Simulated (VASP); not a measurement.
# KI (Fm-3m): heat capacity and expansion from phonons, part 3 of 5

How fast does KI expand on heating, by the quasi-harmonic approximation? The start is a cell from a database of measured crystal structures.

VASP 6.6.1; PBEsol; plane waves and PAW (K_sv, I).

So far. Step 3 (Second relaxation): Little changed from the start: no atom moved by 0.005 Å and no cell edge by 0.1 %. Step 4 (Static energy at fixed volume, volume scale 1): Little changed from the start: no atom moved by 0.005 Å and no cell edge by 0.1 %.

### 5. Force constants in the supercell, volume scale 1 (continued)

OUTCAR, selected parts (step 5):

```text
   k-points           NKPTS =      3   k-points in BZ     NKDIM =      3   number of bands    NBANDS=     81

   ENCUT  =  400.0 eV  29.40 Ry    5.42 a.u.  16.17 16.17 16.17*2*pi/ulx,y,z

   NELECT =     128.0000    total number of electrons

 E-fermi :  -0.1361

 k-point     1 :       0.0000    0.0000    0.0000
  band No.  band energies     occupation
    ...
     60      -0.7537      2.00000
     61      -0.7537      2.00000
     62      -0.3915      2.00000
     63      -0.3915      2.00000
     64      -0.3915      2.00000
     65       3.4696      0.00000
     66       4.3946      0.00000
     67       4.3947      0.00000
     68       4.3947      0.00000
     69       5.0125      0.00000
    ...

 POSITION                                       TOTAL-FORCE (eV/Angst)
 -----------------------------------------------------------------------------------
      0.00000      0.00000      0.00000         0.000229     -0.000000     -0.000000
      3.50673      3.50673      0.00000        -0.000491     -0.000000      0.000007
      3.50673      0.00000      3.50673        -0.000491      0.000007     -0.000000
      7.01347      3.50673      3.50673        -0.006917     -0.000000     -0.000000
      0.00000      3.50673      3.50673        -0.007552     -0.000000     -0.000000
      3.50673      7.01347      3.50673        -0.000491     -0.000007     -0.000000
      3.50673      3.50673      7.01347        -0.000491      0.000000     -0.000007
      7.01347      7.01347      7.01347         0.000229     -0.000000     -0.000000
      3.49173      3.50673      3.50673         0.020632     -0.000000     -0.000000
      7.01347      7.01347      3.50673        -0.001092     -0.001837     -0.000000
      7.01347      3.50673      7.01347        -0.001092     -0.000000     -0.001837
     10.52020      7.01347      7.01347         0.000322     -0.000000     -0.000000
      3.50673      7.01347      7.01347         0.000322     -0.000000     -0.000000
      7.01347     10.52020      7.01347        -0.001092     -0.000000      0.001837
      7.01347      7.01347     10.52020        -0.001092      0.001837     -0.000000
     10.52020     10.52020     10.52020        -0.000935     -0.000000     -0.000000
 -----------------------------------------------------------------------------------
    total drift:                               -0.000093     -0.000000     -0.000000

  FREE ENERGIE OF THE ION-ELECTRON SYSTEM (eV)
  ---------------------------------------------------
  free  energy   TOTEN  =       -46.5207707683 eV

  energy  without entropy=      -46.5207707683  energy(sigma->0) =      -46.52077077

 Eigenvectors and eigenvalues of the dynamical matrix
 ----------------------------------------------------

   1 f  =    3.830804 THz    24.069650 2PiTHz  127.781858 cm-1    15.842924 meV
             X         Y         Z           dx          dy          dz
      0.000000  0.000000  0.000000    -0.107663   -0.077005    0.384073
      3.506733  3.506733  0.000000     0.077005    0.107663    0.040417
      3.506733  0.000000  3.506733    -0.384073    0.040417    0.107663
      7.013466  3.506733  3.506733    -0.040417    0.384073   -0.077005
      0.000000  3.506733  3.506733     0.040417   -0.384073    0.077005
      3.506733  7.013466  3.506733     0.384073   -0.040417   -0.107663
      3.506733  3.506733  7.013466    -0.077005   -0.107663   -0.040417
      7.013466  7.013466  7.013466     0.107663    0.077005   -0.384073
      3.506733  3.506733  3.506733    -0.000000    0.000000   -0.000000
      7.013466  7.013466  3.506733    -0.000000    0.000000    0.000000
      7.013466  3.506733  7.013466    -0.000000    0.000000   -0.000000
     10.520199  7.013466  7.013466     0.000000   -0.000000   -0.000000
      3.506733  7.013466  7.013466    -0.000000    0.000000    0.000000
      7.013466 10.520199  7.013466    -0.000000    0.000000   -0.000000
      7.013466  7.013466 10.520199     0.000000    0.000000   -0.000000
[...]
3.506733  0.000000  3.506733    -0.022224   -0.403282    0.053415
      7.013466  3.506733  3.506733     0.403282    0.022224   -0.026142
      0.000000  3.506733  3.506733    -0.403282   -0.022224    0.026142
      3.506733  7.013466  3.506733     0.022224    0.403282   -0.053415
      3.506733  3.506733  7.013466    -0.026142   -0.053415    0.403282
      7.013466  7.013466  7.013466     0.053415    0.026142   -0.022224
      3.506733  3.506733  3.506733     0.000000    0.000000    0.000000
      7.013466  7.013466  3.506733    -0.000000   -0.000000    0.000000
      7.013466  3.506733  7.013466     0.000000    0.000000    0.000000
     10.520199  7.013466  7.013466     0.000000    0.000000   -0.000000
      3.506733  7.013466  7.013466    -0.000000    0.000000    0.000000
      7.013466 10.520199  7.013466    -0.000000   -0.000000   -0.000000
      7.013466  7.013466 10.520199     0.000000    0.000000    0.000000
     10.520199 10.520199 10.520199    -0.000000   -0.000000    0.000000

   5 f  =    3.214172 THz    20.195239 2PiTHz  107.213242 cm-1    13.292742 meV
             X         Y         Z           dx          dy          dz
      0.000000  0.000000  0.000000    -0.124386    0.304475    0.001437
      3.506733  3.506733  0.000000     0.124386   -0.304475    0.001437
      3.506733  0.000000  3.506733     0.124386    0.304475   -0.001437
      7.013466  3.506733  3.506733    -0.124386   -0.304475   -0.001437
      0.000000  3.506733  3.506733    -0.124386   -0.304475   -0.001437
      3.506733  7.013466  3.506733     0.124386    0.304475   -0.001437
      3.506733  3.506733  7.013466     0.124386   -0.304475    0.001437
      7.013466  7.013466  7.013466    -0.124386    0.304475    0.001437
      3.506733  3.506733  3.506733     0.049049   -0.120063   -0.000567
      7.013466  7.013466  3.506733    -0.049049    0.120063   -0.000567
      7.013466  3.506733  7.013466    -0.049049   -0.120063    0.000567
     10.520199  7.013466  7.013466     0.049049    0.120063    0.000567
      3.506733  7.013466  7.013466     0.049049    0.120063    0.000567
      7.013466 10.520199  7.013466    -0.049049   -0.120063    0.000567
      7.013466  7.013466 10.520199    -0.049049    0.120063   -0.000567
     10.520199 10.520199 10.520199     0.049049   -0.120063   -0.000567

   6 f  =    3.214172 THz    20.195239 2PiTHz  107.213242 cm-1    13.292742 meV
             X         Y         Z           dx          dy          dz
      0.000000  0.000000  0.000000    -0.304011   -0.124279    0.017625
      3.506733  3.506733  0.000000     0.304011    0.124279    0.017625
      3.506733  0.000000  3.506733     0.304011   -0.124279   -0.017625
      7.013466  3.506733  3.506733    -0.304011    0.124279   -0.017625
      0.000000  3.506733  3.506733    -0.304011    0.124279   -0.017625
      3.506733  7.013466  3.506733     0.304011   -0.124279   -0.017625
      3.506733  3.506733  7.013466     0.304011    0.124279    0.017625
      7.013466  7.013466  7.013466    -0.304011   -0.124279    0.017625
      3.506733  3.506733  3.506733     0.119880    0.049007   -0.006950
      7.013466  7.013466  3.506733    -0.119880   -0.049007   -0.006950
      7.013466  3.506733  7.013466    -0.119880    0.049007    0.006950
     10.520199  7.013466  7.013466     0.119880   -0.049007    0.006950
      3.506733  7.013466  7.013466     0.119880   -0.049007    0.006950
      7.013466 10.520199  7.013466    -0.119880    0.049007    0.006950
      7.013466  7.013466 10.520199    -0.119880   -0.049007   -0.006950
     10.520199 10.520199 10.520199     0.119880    0.049007   -0.006950

   7 f  =    3.214172 THz    20.195239 2PiTHz  107.213242 cm-1    13.292742 meV
             X         Y         Z           dx          dy          dz
    [... 792 further lines ...]
      7.013466 10.520199  7.013466    -0.169696    0.258666   -0.005832
      7.013466  7.013466 10.520199    -0.169696    0.258666   -0.005832
     10.520199 10.520199 10.520199    -0.169696    0.258666   -0.005832

 ELASTIC MODULI CONTR FROM IONIC RELAXATION (kBar)
 Direction    XX          YY          ZZ          XY          YZ          ZX
 --------------------------------------------------------------------------------
 XX           0.0000      0.0000      0.0000      0.0000      0.0000      0.0000
 YY           0.0000      0.0000      0.0000      0.0000      0.0000      0.0000
 ZZ           0.0000      0.0000      0.0000      0.0000      0.0000      0.0000
 XY           0.0000      0.0000      0.0000      0.0000      0.0000      0.0000
 YZ           0.0000      0.0000      0.0000      0.0000      0.0000      0.0000
 ZX           0.0000      0.0000      0.0000      0.0000      0.0000      0.0000
 --------------------------------------------------------------------------------

[... 1 part as in an earlier step ...]

[... 11 further parts left out ...]
```

CONTCAR:

```
KI
   1.00000000000000
     0.0000000000000000    7.0134658086000004    7.0134658086000004
     7.0134658086000004    0.0000000000000000    7.0134658086000004
     7.0134658086000004    7.0134658086000004    0.0000000000000000
  K               I
     8     8
Direct
     0.0000000000000000    0.0000000000000000    0.0000000000000000
     0.0000000000000000    0.0000000000000000    0.5000000000000000
     0.0000000000000000    0.5000000000000000    0.0000000000000000
     0.0000000000000000    0.5000000000000000    0.5000000000000000
     0.5000000000000000    0.0000000000000000    0.0000000000000000
     0.5000000000000000    0.0000000000000000    0.5000000000000000
     0.5000000000000000    0.5000000000000000    0.0000000000000000
     0.5000000000000000    0.5000000000000000    0.5000000000000000
     0.2510693714355610    0.2489306285644391    0.2489306285644390
     0.2500000000000000    0.2500000000000000    0.7500000000000000
     0.2500000000000000    0.7500000000000000    0.2500000000000000
     0.2500000000000000    0.7500000000000000    0.7500000000000000
     0.7500000000000000    0.2500000000000000    0.2500000000000000
     0.7500000000000000    0.2500000000000000    0.7500000000000000
     0.7500000000000000    0.7500000000000000    0.2500000000000000
     0.7500000000000000    0.7500000000000000    0.7500000000000000
```

The last energy, forces, stress and levels in OUTCAR belong to the last displaced cell, not to the cell of POSCAR.

Numbers from this step:

* electrons: 128
* bands: 81
* irreducible k-points: 3
* lowest frequency: 3.905 cm⁻¹
* highest frequency: 127.6 cm⁻¹
* zero point energy: 13.67 meV/atom
* free energy 300: -88.52 meV/atom

The vibrational free energy by temperature:

```
temperature (K)  vibrational free energy (meV/atom)
              0                                13.7
             40                                12.2
             80                                5.34
            120                               -6.00
            160                               -20.6
            200                               -37.7
            240                               -56.8
            280                               -77.6
            320                               -99.8
            360                                -123
            400                                -148
            440                                -174
            480                                -200
            520                                -228
```

### 6. Static energy at fixed volume, volume scale 1.02

System of this step: KI. The structure is cubic, space group Fm-3m (No. 225). Conventional cell: a = 7.060 Å, b = 7.060 Å, c = 7.060 Å, α = 90.00°, β = 90.00°, γ = 90.00°. Nearest to K lie 6 I at 3.53 Å. I has 6 K at 3.53 Å nearest. Farther neighbours and most contacts between anions are not listed.

The input, INCAR:

```
SYSTEM = KI
PREC = Accurate
ENCUT = 400
EDIFF = 1E-08
NELM = 100
ISMEAR = 0
SIGMA = 0.05
LREAL = .FALSE.
ALGO = Normal
GGA = PS
NBANDS = 14
LORBIT = 11
LWAVE = .FALSE.
LCHARG = .FALSE.
KPAR = 12
IBRION = 2
NSW = 30
ISIF = 4
EDIFFG = -0.002
```

The input, POSCAR:

```
KI
1.0
    0.0000000000      3.5299569778      3.5299569778
    3.5299569778      0.0000000000      3.5299569778
    3.5299569778      3.5299569778      0.0000000000
K I
1 1
Direct
    0.0000000000      0.0000000000      0.0000000000
    0.5000000000      0.5000000000      0.5000000000
```

The input, KPOINTS:

```
Automatic mesh
0
Gamma
8 8 8
0 0 0
```

PAW data sets: K_sv and I (PBE family, release 64).

On the command line:

```bash
mpirun -np 12 vasp_std
```

The program printed:

```text
[... set-up lines as in an earlier step ...]
 entering main loop
       N       E                     dE             d eps       ncg     rms          rms(c)
DAV:   1     0.760319193373E+02    0.76032E+02   -0.55722E+03   812   0.787E+02
DAV:   2    -0.125852690939E+01   -0.77290E+02   -0.73069E+02  1032   0.199E+02
DAV:   3    -0.569309291389E+01   -0.44346E+01   -0.44171E+01  1098   0.441E+01
DAV:   4    -0.589899477436E+01   -0.20590E+00   -0.20584E+00  1312   0.870E+00
[...]
DAV:  13    -0.581506084512E+01   -0.89059E-06   -0.10438E-06   836   0.585E-03    0.357E-03
DAV:  14    -0.581506098042E+01   -0.13529E-06   -0.13073E-07  1066   0.212E-03    0.882E-04
DAV:  15    -0.581506097253E+01    0.78835E-08   -0.12543E-08   830   0.659E-04
   1 F= -.58150610E+01 E0= -.58150610E+01  d E =-.581506E+01
[...]
reached required accuracy - stopping structural energy minimisation
```

It took 13 s on 12 MPI ranks of Intel Xeon Platinum 8375C at 2.90GHz (Ice Lake), shared host; peak memory 2.6 GiB.

OUTCAR, selected parts (step 6):

```text
  Total       -0.1241578     -0.1241578     -0.1241578      0.0000000      0.0000000      0.0000000
  in kB       -2.2612380     -2.2612380     -2.2612380      0.0000000      0.0000000      0.0000000
  external PRESSURE =      -2.2612380 kB  Pullay stress =       0.0000000 kB

 POSITION                                       TOTAL-FORCE (eV/Angst)
 -----------------------------------------------------------------------------------
      0.00000      0.00000      0.00000         0.000000      0.000000      0.000000
      3.52996      3.52996      3.52996         0.000000      0.000000      0.000000
 -----------------------------------------------------------------------------------
    total drift:                                0.000000      0.000000      0.000000

  FREE ENERGIE OF THE ION-ELECTRON SYSTEM (eV)
  ---------------------------------------------------
  free  energy   TOTEN  =        -5.8150609725 eV

  energy  without entropy=       -5.8150609725  energy(sigma->0) =       -5.81506097

[... 2 parts as in an earlier step ...]

[... 2 further parts left out ...]
[key lines of the parts left out:]
E-fermi :  -0.2052
```

Little changed from the start: no atom moved by 0.005 Å and no cell edge by 0.1 %.

### 7. Force constants in the supercell, volume scale 1.02

System of this step: KI. Symmetry: Fm-3m, No. 225, cubic system. The conventional cell has a = 7.060 Å, b = 7.060 Å, c = 7.060 Å, α = 90.00°, β = 90.00°, γ = 90.00°. Nearest to K lie 6 I at 3.53 Å. Nearest to I lie 6 K at 3.53 Å. Farther neighbours and most contacts between anions are not listed.

The input, INCAR:

```
SYSTEM = KI
PREC = Accurate
ENCUT = 400
EDIFF = 1E-07
NELM = 100
ISMEAR = 0
SIGMA = 0.05
LREAL = .FALSE.
ALGO = Normal
GGA = PS
NBANDS = 80
LWAVE = .FALSE.
LCHARG = .FALSE.
KPAR = 4
IBRION = 6
NSW = 1
NFREE = 2
POTIM = 0.015
ISIF = 0
ADDGRID = .TRUE.
```

The input, POSCAR:

```
KI
1.0
    0.0000000000      7.0599139556      7.0599139556
    7.0599139556      0.0000000000      7.0599139556
    7.0599139556      7.0599139556      0.0000000000
K I
8 8
Direct
    0.0000000000      0.0000000000      0.0000000000
    0.0000000000      0.0000000000      0.5000000000
    0.0000000000      0.5000000000      0.0000000000
    0.0000000000      0.5000000000      0.5000000000
    0.5000000000      0.0000000000      0.0000000000
    0.5000000000      0.0000000000      0.5000000000
    0.5000000000      0.5000000000      0.0000000000
    0.5000000000      0.5000000000      0.5000000000
    0.2500000000      0.2500000000      0.2500000000
    0.2500000000      0.2500000000      0.7500000000
    0.2500000000      0.7500000000      0.2500000000
    0.2500000000      0.7500000000      0.7500000000
    0.7500000000      0.2500000000      0.2500000000
    0.7500000000      0.2500000000      0.7500000000
    0.7500000000      0.7500000000      0.2500000000
    0.7500000000      0.7500000000      0.7500000000
```

The input, KPOINTS:

```
Automatic mesh
0
Gamma
2 2 2
0 0 0
```

On the command line:

```bash
mpirun -np 12 vasp_std
```

The program printed:

```text
[banner, memory and clock lines left out]
running   12 mpi-ranks, on    1 nodes
[...]
[... a notice as in an earlier step ...]

 [... a notice as in an earlier step ...]

 LDA part: xc-table for (Slater+PW92), standard interpolation
 [... a notice as in an earlier step ...]

 POSCAR, INCAR and KPOINTS ok, starting setup
[...]
entering main loop
       N       E                     dE             d eps       ncg     rms          rms(c)
DAV:   1     0.849583252783E+03    0.84958E+03   -0.46363E+04   495   0.109E+03
DAV:   2     0.305081432823E+02   -0.81908E+03   -0.80015E+03   630   0.296E+02
DAV:   3    -0.440635220579E+02   -0.74572E+02   -0.74426E+02   621   0.760E+01
DAV:   4    -0.470099175434E+02   -0.29464E+01   -0.29416E+01   738   0.167E+01
[...]
DAV:  16    -0.465128070204E+02   -0.63962E-06   -0.60523E-08   378   0.959E-04    0.728E-04
DAV:  17    -0.465128068652E+02    0.15521E-06   -0.26785E-08   351   0.513E-04    0.356E-04
DAV:  18    -0.465128068593E+02    0.58353E-08   -0.69438E-09   351   0.267E-04
   1 F= -.46512807E+02 E0= -.46512807E+02  d E =-.181965E-21
[... from here on, the cycles between the ionic steps are left out ...]
   2 F= -.46512662E+02 E0= -.46512662E+02  d E =-.184582E-21
   3 F= -.46512662E+02 E0= -.46512662E+02  d E =-.184433E-21
   4 F= -.46512662E+02 E0= -.46512662E+02  d E =-.226109E-21
   5 F= -.46512662E+02 E0= -.46512662E+02  d E =-.226266E-21
 Finite differences progress:
  Degree of freedom:   2/  2
  Displacement:        2/  2
  Total:               4/  4
```

Elapsed: 5.7 min, on 12 MPI ranks; peak memory 8.4 GiB; 64 min of CPU time.

OUTCAR, selected parts (step 7):

```text
 POSITION                                       TOTAL-FORCE (eV/Angst)
 -----------------------------------------------------------------------------------
      0.00000      0.00000      0.00000         0.000229     -0.000000      0.000000
      3.52996      3.52996      0.00000        -0.000553     -0.000000      0.000004
      3.52996      0.00000      3.52996        -0.000553      0.000004     -0.000000
      7.05991      3.52996      3.52996        -0.006056     -0.000000      0.000000
      0.00000      3.52996      3.52996        -0.006643     -0.000000      0.000000
      3.52996      7.05991      3.52996        -0.000553     -0.000004      0.000000
      3.52996      3.52996      7.05991        -0.000553     -0.000000     -0.000004
      7.05991      7.05991      7.05991         0.000229     -0.000000      0.000000
      3.51496      3.52996      3.52996         0.019087     -0.000000      0.000000
      7.05991      7.05991      3.52996        -0.001087     -0.001843      0.000000
      7.05991      3.52996      7.05991        -0.001087     -0.000000     -0.001843
     10.58987      7.05991      7.05991         0.000318     -0.000000      0.000000
      3.52996      7.05991      7.05991         0.000318     -0.000000      0.000000
      7.05991     10.58987      7.05991        -0.001087     -0.000000      0.001843
      7.05991      7.05991     10.58987        -0.001087      0.001843      0.000000
     10.58987     10.58987     10.58987        -0.000925     -0.000000      0.000000
 -----------------------------------------------------------------------------------
    total drift:                               -0.000062     -0.000000     -0.000000

  FREE ENERGIE OF THE ION-ELECTRON SYSTEM (eV)
  ---------------------------------------------------
  free  energy   TOTEN  =       -46.5126616671 eV

  energy  without entropy=      -46.5126616671  energy(sigma->0) =      -46.51266167

[... 1 part as in an earlier step ...]

[... 2 further parts left out ...]
[key lines of the parts left out:]
E-fermi :  -0.1585
```

Vibrational free energy against temperature:

```
temperature (K)  vibrational free energy (meV/atom)
              0                                13.2
             40                                11.7
             80                                4.56
            120                               -7.05
            160                               -21.9
            200                               -39.3
            240                               -58.7
            280                               -79.8
            320                                -102
            360                                -126
            400                                -151
            440                                -177
            480                                -204
            520                                -232
```

(Continued in part 4 of 5.)

[Lines on the potential files, build, host, timing and source positions are cut from VASP's logs without a mark.]

[Logs are printed without paths, hosts, clocks, repeated set-up lines and the standing remarks that a program may print on its own settings, such as how far it seeks lower states.]

[Hosts, paths, dates, database ids (printed as entryN), source tags and the programs' standing remarks are cut or masked in the printed files.]

[In band tables of VASP the shares of atoms and orbitals are scaled to a sum of 1 inside the atoms' spheres.]
